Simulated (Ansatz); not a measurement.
Se: what changed settings do

All trials start from this Ansatz input:

```yaml
crystal:
  lattice:
    - [1.39426943, -4.039002765, 0.0]
    - [1.39426943, 4.039002765, 0.0]
    - [0.0, 0.0, 4.6134314]
  atoms:
    - { symbol: Se, position: [0.93565532, 0.06434468, 0.25] }
    - { symbol: Se, position: [0.06434468, 0.93565532, 0.75] }
basis:
  ecutwfc: 420
kpoints:
  mp_grid: { grid: [6, 6, 4] }
hamiltonian:
  xc: pbe
scf:
  occupations: { method: gaussian, width: 0.1 }
output:
  forces: true
  stress: true
  eigenvalues: true
```

Command:

```bash
ansatz run input.yaml --threads 1 --pin off --max-ram 1331MiB --backend cpu --events-out ev --progress --plain --runs-dir out
```

The run converges in 6 SCF iterations on 39 irreducible k-points: pressure 1.57 GPa, largest force 0.310 eV/Å, no gap.

The inputs are trials, many of them unsound on purpose. Their numbers show the effect of the settings and aren't properties of the material. Each trial's input is given as a difference from the reference's; energies are extrapolated to zero smearing where there is one, and pressure is positive in compression.

**Question.** Trial 1:

```diff
 hamiltonian:
-  xc: pbe
+  xc: revpbe
 scf:
-  occupations: { method: gaussian, width: 0.1 }
+  occupations: { method: fermi_dirac, width: "3000 K" }
```

How does this run end?

**Answer.** The run converges in 6 SCF iterations on 39 irreducible k-points: pressure 3.06 GPa, largest force 0.237 eV/Å, no gap. Forces of revPBE on these PAW sets can be off by 10 %.

**Question.** Trial 2:

```diff
 hamiltonian:
+  hubbard: { sites: [{ species: Se, l: p, u_eff: 6.4 }], projectors: atomic }
```

How does this run end?

**Answer.** The run converges in 7 SCF iterations on 39 irreducible k-points: pressure -6.20 GPa, largest force 1.265 eV/Å, no gap. It warns that the count of filled bands differs between k-points. Under a U the state reached may not be the lowest.

**Question.** Trial 3:

```diff
 basis:
-  ecutwfc: 420
+  ecutwfc: "9 Ha"
 kpoints:
-  mp_grid: { grid: [6, 6, 4] }
+  mp_grid: { grid: [4, 2, 4] }
 scf:
-  occupations: { method: gaussian, width: 0.1 }
+  occupations: { method: fermi_dirac, width: "3000 K" }
+  mixing: { beta: 0.15, preconditioner: kerker }
+  max_iter: 90
```

What happens?

**Answer.** The run converges in 8 SCF iterations on 18 irreducible k-points: energy 500 meV per atom above the reference, pressure 2.22 GPa (unreliable at so low a cutoff), largest force 0.142 eV/Å (unreliable too), no gap. It warns that the cutoff lies under the recommended one, 420 eV for these potentials; that the mesh lowers the symmetry.

**Question.** Trial 4:

```diff
 basis:
-  ecutwfc: 420
+  ecutwfc: 310
 hamiltonian:
+  dispersion: d4
 scf:
+  max_iter: 80
+  convergence: { dr2_threshold: "1e-4 eV" }
```

What does the program give?

**Answer.** The run converges in 6 SCF iterations on 39 irreducible k-points: pressure -0.71 GPa, largest force 0.283 eV/Å, no gap. It warns that the cutoff lies under the recommended one, 420 eV for these potentials; that the SCF threshold is loose for the forces; that the SCF threshold is loose for the stress.

**Question.** Trial 5:

```diff
 basis:
-  ecutwfc: 420
+  ecutwfc: 330
 kpoints:
-  mp_grid: { grid: [6, 6, 4] }
+  mp_grid: { grid: [2, 2, 2], shift: [0, 0, 0.5] }
 hamiltonian:
+  dispersion: none
 scf:
+  max_iter: 40
```

How does this run end?

**Answer.** The run converges in 6 SCF iterations on 3 irreducible k-points: pressure 1.59 GPa, largest force 1.044 eV/Å, no gap. It warns that the cutoff lies under the recommended one, 420 eV for these potentials.

**Question.** Trial 6:

```diff
 basis:
-  ecutwfc: 420
+  ecutwfc: "16 Ry"
 kpoints:
-  mp_grid: { grid: [6, 6, 4] }
+  mp_grid: { grid: [5, 6, 2] }
```

What does the program give?

**Answer.** The run converges in 6 SCF iterations on 32 irreducible k-points: energy 1.69 eV per atom above the reference, pressure 3.07 GPa (unreliable at so low a cutoff), largest force 0.825 eV/Å (unreliable too), no gap. It warns that the cutoff lies under the recommended one, 420 eV for these potentials; that the mesh lowers the symmetry.

**Question.** Trial 7:

```diff
 kpoints:
-  mp_grid: { grid: [6, 6, 4] }
+  mp_grid: { kspacing: 1.1 }
 scf:
+  mixing: { globalisation: backtrack }
+  initial_density: { chi_scale: 0, normalization: atom }
+  max_iter: 99
```

How does this run end?

**Answer.** The run converges in 7 SCF iterations on 8 irreducible k-points: energy 319 meV per atom below the reference, pressure 0.23 GPa, largest force 1.236 eV/Å, no gap.

**Question.** Trial 8:

```diff
 scf:
-  occupations: { method: gaussian, width: 0.1 }
+  occupations: { method: fermi_dirac, width: 0.014 }
```

What does the program give?

**Answer.** The run converges in 6 SCF iterations on 39 irreducible k-points: energy 0.42 meV per atom above the reference, pressure 1.57 GPa, largest force 0.344 eV/Å, no gap.

**Question.** Trial 9:

```diff
 hamiltonian:
+  dispersion: d3bj
 output:
+  dos: { projected: true }
```

How does this run end?

**Answer.** The run converges in 6 SCF iterations on 39 irreducible k-points: pressure -0.62 GPa, largest force 0.288 eV/Å, no gap.

**Question.** Trial 10:

```diff
 basis:
-  ecutwfc: 420
+  ecutwfc: "22 Ha"
 kpoints:
-  mp_grid: { grid: [6, 6, 4] }
+  mp_grid: { grid: [2, 2, 1] }
 output:
+  dos: {}
```

What happens?

**Answer.** The run converges in 6 SCF iterations on 3 irreducible k-points: energy 716 meV per atom below the reference, pressure -0.96 GPa, largest force 1.455 eV/Å, no gap.

**Question.** Trial 11:

```diff
 basis:
-  ecutwfc: 420
+  ecutwfc: "8 Ha"
 scf:
-  occupations: { method: gaussian, width: 0.1 }
+  occupations: { method: gaussian, width: 0.31 }
+  eigensolver: { mixed_precision: false }
+  max_iter: 56
 output:
-  eigenvalues: true
+  eigenvalues: false
```

How does this run end?

**Answer.** The run converges in 6 SCF iterations on 39 irreducible k-points: energy 1.57 eV per atom above the reference, pressure 1.96 GPa (unreliable at so low a cutoff), largest force 0.190 eV/Å (unreliable too). It warns that the cutoff lies under the recommended one, 420 eV for these potentials.

**Question.** Trial 12:

```diff
 basis:
-  ecutwfc: 420
+  ecutwfc: 430
 scf:
+  algorithm: direct_min
+  max_iter: 83
```

What does the program give?

**Answer.** The run converges in 5 SCF iterations on 39 irreducible k-points: energy 0.05 meV per atom below the reference, pressure 1.57 GPa, largest force 0.310 eV/Å, no gap.